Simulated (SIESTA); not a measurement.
Crystal: CoO.

```xyz
2
Lattice="-1.5080 1.5080 2.1073 1.5080 -1.5080 2.1073 1.5080 1.5080 -2.1073" Properties=species:S:1:pos:R:3 pbc="T T T"
Co    0.0000    0.0000    0.0000
O     0.0000    0.0000    2.1073
```

Base run:

* Program: SIESTA 5.4.2
* Functional: PBE
* Potentials or basis: PseudoDojo 0.4 standard (PBE files)
* Basis: DZP (energy shift 0.003 Ry; two zetas on semicore shells)
* Grid cutoff: 800 Ry
* Energy shift: 0.003 Ry
* k mesh: 12 × 12 × 12
* Occupations: fermi-dirac, width 0.05 eV
* Spin: collinear spin, ferromagnetic start
* Starting moments: [2.0, 0.0] μB
* Fixed moment: 2 μB

Its results: pressure -7.2 GPa; site moments Co +1.92; O +0.08 μB.

The run is repeated on the same cell with these changes: fixed moment from 2 μB to 1 μB. What comes out?

Pressure -13.9 GPa; site moments Co +1.03; O -0.03 μB.

Caveats: short orbitals over semicore shells can move pressures by several GPa; the basis of atomic orbitals isn't converged, which shifts pressures, moduli and gaps; the total moment is fixed, so each spin has its own Fermi level; a cell with one magnetic atom can't hold antiferromagnetic order, which such compounds often take.
